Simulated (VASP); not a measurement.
Wanted: the native input for a VASP 6.6.1 run.

- Task: single point
- Functional: PBEsol
- Potentials or basis: VASP PAW PBE potentials, release 64 (Ta_pv, N)
- Cutoff: 520 eV
- k mesh: 5 × 5 × 8
- Occupations: gaussian, width 0.05 eV
- Spin: collinear spin, ferromagnetic start
- Starting moments: [0.5, 0.5, 0.5, 0.0, 0.0, 0.0] μB
- Hubbard terms: Ta d U = 2 eV
- Further INCAR settings: ALGO = Fast; EDIFF = 1e-07

The structure of TaN lies in POSCAR:

```
TaN
1.0
    5.1850002000      0.0000000000      0.0000000000
   -2.5925001000      4.4903418900      0.0000000000
    0.0000000000      0.0000000000      2.9080005300
Ta N
3 3
Direct
    0.0000000000      0.0000000000      0.0000000000
    0.3333333333      0.6666666667      0.5000000000
    0.6666666667      0.3333333333      0.5000000000
    0.5000000000      0.0000000000      0.0000000000
    0.5000000000      0.5000000000      0.0000000000
    0.0000000000      0.5000000000      0.0000000000
```

The input as run:

INCAR

```
ALGO = Fast
EDIFF = 1E-7
ENCUT = 520
GGA = PS
ISIF = 2
ISMEAR = 0
ISPIN = 2
LASPH = T
LCHARG = F
LDAU = T
LDAUJ = 0 0
LDAUL = 2 -1
LDAUPRINT = 1
LDAUTYPE = 2
LDAUU = 2 0
LMAXMIX = 4
LORBIT = 11
LREAL = F
LWAVE = F
MAGMOM = 0.5 0.5 0.5 0 0 0
NELM = 60
PREC = Accurate
SIGMA = 0.05
```

KPOINTS

```
k-points
0
Gamma
  5 5 8
```

Potentials or basis: VASP PAW PBE potentials, release 64 (Ta_pv, N).

Run with:

```console
$ cat potpaw_PBE.64/Ta_pv/POTCAR potpaw_PBE.64/N/POTCAR > POTCAR
$ mpirun -np 1 vasp_std > vasp.out
```

Results of the run:

```yaml
Pressure: 8.4 GPa
Band_gap_on_the_k_mesh: none (metal or under the smearing width)
Net_moment: 0.00 μB per cell
Valence_electrons_inside_the_program's_atomic_spheres: Ta 8.58, 9.01; N 3.81
```

Caveat: the PAW data sets were made with another functional, which shifts forces and pressure a little.

Run time: 55 s on 1 thread of Intel(R) Xeon(R) 6975P-C (Granite Rapids), on a shared host, peak memory 0.25 GiB.
